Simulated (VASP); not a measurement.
The system is CeO.

```
Ce O
1.0
     2.88810    0.00000    0.00000
     0.00000    2.88810    0.00000
     0.00000    0.00000    2.88810
Ce O
1 1
Direct
  0.00000 0.00000 0.00000
  0.50000 0.50000 0.50000
```

The cell comes from a database or a generator and needn't be the stable form of this composition.

Base run:

| Property | Result |
| --- | --- |
| Program | VASP 6.6.1 |
| Functional | PBEsol |
| Potentials or basis | VASP PAW PBE potentials, release 64 (Ce, O) |
| Cutoff | 520 eV |
| k mesh | 7 × 7 × 7 |
| Occupations | gaussian, width 0.05 eV |
| Spin | collinear spin, random start |
| Starting moments | [-0.69, 0.0] μB |
| Hubbard terms | Ce f U = 5 eV |

Its results: band gap on the k mesh none (metal or under the smearing width); pressure 45.3 GPa.

**Question.** The run is repeated on the same cell with these changes: spin from collinear spin, random start to no spin polarisation; further incar settings from ALGO = Normal; EDIFF = 1e-06; NBANDS = 20 to ALGO = Normal; EDIFF = 1e-06; NBANDS = 16. What comes out?

**Answer.** Band gap on the k mesh none (metal or under the smearing width); pressure 43.1 GPa.

Caveats: a pressure of tens of GPa on the cell as given is suspect, and the run, the potentials or the cell itself is likely at fault; the PAW data sets were made with another functional, which shifts forces and pressure a little; the magnetic or orbital state may not be the lowest (some runs); spin-orbit coupling is left out, which moves the levels of the heavy elements (some runs); U without spin polarisation on a metal has little footing (some runs).
